No functional in this table comes close to the measured band gap of SiC, but several describe the size of the crystal well. The largest calculated gaps still lie about 0.7 eV below the measured one, which is roughly 2.4 eV (a rough recalled value). Changing the functional moves the gap by at most 0.57 eV, less than the error that remains after the best choice. The sound course is to choose among these functionals for the structure and to take the gap from a higher level of theory.

Plane-wave Kohn-Sham DFT with ABINIT 10.8.3 for cubic SiC (space group F-43m, two atoms in the primitive cell) at a fixed conventional cell edge of 4.358 Å. All rows use a 10 × 10 × 10 k mesh and Fermi-Dirac occupations with a smearing width of 0.05 eV, without spin polarisation or spin-orbit coupling.

```tsv
functional	potentials	wave cutoff	gap on path (eV)	direct gap on path (eV)
LDA	PseudoDojo-NC-SR-LDA-v0.4.1-standard	1115.67 eV	1.329	4.527
PBEsol	PseudoDojo-NC-SR-PBEsol-v0.4.1-standard	1115.67 eV	1.240	4.458
revPBE	PseudoDojo-NC-SR-PBE-v0.4.1-standard	1115.67 eV	1.401	4.586
BLYP	JTH-PAW-PBE-v2.0	544.228 eV	1.696	4.847
AM05	PseudoDojo-NC-SR-PBEsol-v0.4.1-standard	1115.67 eV	1.226	4.452
HCTH407	JTH-PAW-PBE-v2.0	544.228 eV	1.712	4.906
LDA-PZ	JTH-PAW-LDA-v2.0	544.228 eV	1.308	4.529
LDA-VWN	JTH-PAW-LDA-v2.0	544.228 eV	1.316	4.534
PW91	PseudoDojo-NC-SR-PBE-v0.4.1-standard	1115.67 eV	1.400	4.579
SOGGA	PseudoDojo-NC-SR-PBEsol-v0.4.1-standard	1115.67 eV	1.139	4.376
WC	JTH-PAW-PBE-v2.0	544.228 eV	1.276	4.500
rSCAN	JTH-PAW-PBE-v2.0	653.073 eV	1.703	5.043
```

The gap is the energy between the highest filled level and the lowest empty one. It is called indirect when the two levels belong to electron waves of different wavelength or direction, and direct when wavelength and direction are the same. In every row the indirect gap is the smaller by more than 3 eV. Each functional therefore gets the qualitative picture right: SiC is a semiconductor with an indirect gap. For that question the cheapest row is good enough.

The common error has a well-known cause. In a real insulator an added electron must go into an empty level above the gap, and exact theory then demands that the exchange-correlation potential jump upwards by a constant throughout the crystal. The local density approximation (LDA) and the gradient-corrected functionals (GGAs) compute this potential from the density and its slopes. One electron more in a large crystal hardly changes the density anywhere, so their potential doesn't jump. The true gap is

$$E_\mathrm{gap}=\varepsilon_c-\varepsilon_v+\Delta,$$

where $\varepsilon_c$ and $\varepsilon_v$ are the lowest empty and highest filled levels in the exact potential and $\Delta$ is the jump. The LDA and GGA rows contain only an approximate difference of these levels, so their shortfall needn't equal $\Delta$ exactly. Lattice vibrations are also absent, but they lower the measured gap, so allowing for them would make the shortfall larger. Spin-orbit coupling matters little in such light elements.

Why, then, do the functionals differ at all? The highest filled states of SiC sit mainly in the bonds, close to carbon, the more electronegative atom. The lowest empty state is expected to hold much of its charge in the open parts of the lattice, chiefly in the empty sites surrounded by four silicon atoms. A new functional changes the potential by different amounts in these regions, and the gap changes by the difference between what the two states feel. To first order, with $\delta v$ the change of potential and $\psi_c$ and $\psi_v$ the two states,

$$\delta(\varepsilon_c-\varepsilon_v)\approx\int\left(|\psi_c|^2-|\psi_v|^2\right)\delta v\,d^3r.$$

This argument is theory, since the table doesn't resolve the potential in space.

The table also warns against a tempting rule, that any gradient correction gives a wider gap. LDA has no gradient correction, yet it lies in the middle of the GGAs. From LDA to PBEsol the gap falls by 0.09 eV, and from PBEsol to revPBE it rises by 0.16 eV. A GGA carries two gradient corrections of opposite sign. The one to exchange is expected to widen this gap and the one to correlation to narrow it, so what counts is their balance, and LDA, which has neither, can fall in the middle. One pair of rows with the same potentials fits this. The SOGGA row has an exchange correction about as weak as that of PBEsol, but its input pairs it with the stronger correlation correction of PBE, and its gap is 0.10 eV narrower. A place on the ladder of functionals doesn't predict the order of the gaps, but this balance is expected to go a long way.

Among the GGAs, the largest steps lead to BLYP and HCTH407. With the same potentials and cutoff, BLYP gives a gap 0.42 eV wider than WC, a GGA made for solids, and the gap of HCTH407 is close to that of BLYP. BLYP joins an exchange correction about as strong as that of PW91 to a correlation functional whose gradient part is expected to cancel much less of the widening. HCTH407 was fitted to atoms and molecules and departs from LDA even for a uniform electron gas, which is expected to supply part of its wider gap. The table doesn't separate these parts. In any case a wider gap reached within a GGA still lacks the jump $\Delta$, so it is no sign that the cause of the error has been cured.

The meta-GGA rSCAN also uses the kinetic-energy density of the orbitals, which in principle lets it include a part of the jump. Its indirect gap nevertheless equals that of HCTH407 to about 0.01 eV. Only its direct gap is clearly larger, by 0.14 eV. Since both gaps are known to end at the same empty level, as discussed below, this means a deeper filled level and not a higher empty one. This row used potentials made for PBE and gave a warning about regions of very low density, so the difference can't be credited to the functional alone. Against WC, which used the same potentials at a lower cutoff, the indirect gap is wider by 0.43 eV. In the indirect gap the rSCAN row thus gains on the GGAs made for solids, but not on HCTH407.

A second yardstick is the pressure, which the same calculations give for the fixed cell. A functional with negative pressure would shrink the crystal, and one with positive pressure would expand it. The volume changes by about the pressure $P$ divided by the bulk modulus $B$, and the cell edge $a$ by a third of that:

$$\frac{\delta a}{a}\approx\frac{P}{3B}.$$

For LDA the pressure is −4.95 GPa. With a rough recalled $B$ of 220 GPa, the edge would change by −4.95/(3 × 220), a contraction of about 0.75 %. No cell was relaxed, so this estimate is untested, but it contains no constant adjusted to the table.

The same estimate gives an expansion of about 1.2 % for BLYP and about half of that for revPBE and PW91. The GGAs made for solids, together with HCTH407 and rSCAN, would change the edge by a quarter of a percent or less. The fixed edge is close to that of the real crystal, so small changes are a good sign. They shouldn't be ranked among themselves, because zero-point motion, missing here, is expected to add an outward pressure of roughly 1 to 2 GPa, so a slightly negative pressure is at least as good as zero. Where a tenth of a percent in the edge decides, as in the strain of a thin film, this correction has to be made first.

HCTH407 and rSCAN have the widest gaps in the table and also pressures near zero, but a good result on one yardstick doesn't ensure a good one on the other. PBEsol has almost the same pressure as rSCAN and a gap 0.46 eV narrower. Five rows have pressures within 1 GPa of zero, and their gaps still spread over 0.49 eV, most of the range of the whole table. BLYP has one of the widest gaps and by far the highest pressure. Among the GGAs other than HCTH407, gap and pressure broadly rise together, so a wider gap there comes with too large a cell. The two yardsticks are still not tied in general, because pressure follows from the total energy, which depends on the filled states, while the gap also needs the position of an empty one. A functional can describe the bonds well and still misplace the level that an added electron would occupy.

A common cheap repair is to shift all empty levels upwards by one constant until the gap fits. The nearly constant distance between the two gaps in the table is no support for it. In cubic SiC the lowest empty level is known to lie at the point X on the boundary of the Brillouin zone, and so does the smallest direct gap. Both gaps then end at the same empty level, and their distance measures only how far the filled band falls from the centre of the zone to X. A better test compares two different empty levels. Between SOGGA and revPBE the indirect gap widens by 0.26 eV, but the direct gap at the centre of the zone, which is larger than the one in the table, widens by only 0.15 eV. These two rows thus disagree by about a tenth of an eV on the relative positions of the two empty levels. For the next empty level at the centre of the zone, SOGGA and LDA-PZ differ by about 0.2 eV. A constant shift can't remove such differences. This spread among the rows doesn't bound the true error of the shift, which may be larger, so the shift suits only purposes that allow errors of a few tenths of an eV in the higher empty levels.

Potentials and cutoff set another limit to fine comparisons. The three LDA rows, which differ in these settings and in the formula used for the electron gas, agree within about 0.02 eV. Smaller differences between rows with different potentials should be ignored. Several functionals also run with potentials made for another one, and for AM05 and SOGGA the program warns of it. The SOGGA row, which sets the low end of the range, also uses PBE correlation and not the weaker correlation correction of the published SOGGA functional, so it shouldn't be read as a result for that functional. The LDA rows don't show how large the resulting error is, because their potentials were made for LDA. PBEsol is the one GGA here whose potentials were made for the same functional, which makes it the cleanest choice for the structure.

Cost can be judged only from scaling. The number of plane waves grows as the cutoff to the power 1.5, so the PseudoDojo rows need about 2.9 times as many as the JTH rows at the lower cutoff, and rSCAN about 1.3 times as many. The JTH method does extra work around each atom, so these ratios are not ratios of computing time. For LDA the change of potentials and cutoff together goes with a difference of only about 0.02 eV in the gap. Between LDA and a GGA the added effort is small, so cost is no reason to prefer LDA.

The choice thus follows from the purpose. For the cell and the general shape of the bands, a GGA made for solids is adequate and cheap. Where the distance from the filled to the empty levels must be right to a tenth of an eV, every row fails by a wide margin. The usual next step is a hybrid functional or a GW calculation on the structure already obtained. Both treat exchange between pairs of orbitals explicitly, and GW also calculates how the other electrons screen it. This costs far more, but it is expected to supply much of the missing jump. The printed output that follows lists the shortfall and the pressure for each functional.

The analysis program printed:

```
Shortfall and pressure by functional:
      row  shortfall from rough 2.4 eV  direct minus indirect gap eV  pressure GPa  rough edge change percent
      LDA                        1.071                         3.198         -4.95                    -0.7499
   PBEsol                         1.16                         3.218       -0.1398                   -0.02117
   revPBE                        0.999                         3.185         3.861                      0.585
     BLYP                        0.704                         3.151         8.074                      1.223
     AM05                        1.174                         3.226       -0.7238                    -0.1097
  HCTH407                        0.688                         3.194       -0.0781                   -0.01183
   LDA-PZ                        1.092                         3.221        -4.425                    -0.6704
  LDA-VWN                        1.084                         3.218        -4.833                    -0.7322
     PW91                            1                         3.179         3.579                     0.5423
    SOGGA                        1.261                         3.237        -1.641                    -0.2487
       WC                        1.124                         3.224        -0.592                    -0.0897
    rSCAN                        0.697                          3.34       -0.1285                   -0.01947
Spread of the indirect gap over all rows in eV: 0.573
Smallest shortfall from the rough measured gap in eV: 0.688
Largest shortfall from the rough measured gap in eV: 1.261
Largest gap as percent of the rough measured gap: 71.33
Smallest gap as percent of the rough measured gap: 47.46
Spread of the three LDA rows in eV: 0.021
PBEsol minus LDA indirect gap in eV: -0.089
SOGGA minus PBEsol with the same potentials in eV: -0.101
revPBE minus PBEsol indirect gap in eV: 0.161
BLYP minus WC with the same potentials and cutoff in eV: 0.42
HCTH407 minus WC with the same potentials and cutoff in eV: 0.436
BLYP minus revPBE with different potentials in eV: 0.295
rSCAN minus HCTH407 indirect gap in eV: -0.009
rSCAN minus HCTH407 direct gap in eV: 0.137
Smallest direct minus indirect gap without rSCAN in eV: 3.151
Largest direct minus indirect gap without rSCAN in eV: 3.237
Number of rows with pressure within 1 GPa of zero: 5
Spread of the indirect gap among those rows in eV: 0.486
revPBE minus SOGGA indirect gap in eV: 0.262
revPBE minus SOGGA direct gap at Gamma in eV: 0.1471
Plane waves at the PseudoDojo cutoff over those at the lower JTH cutoff: 2.935
Plane waves at the rSCAN cutoff over those at the lower JTH cutoff: 1.315
```
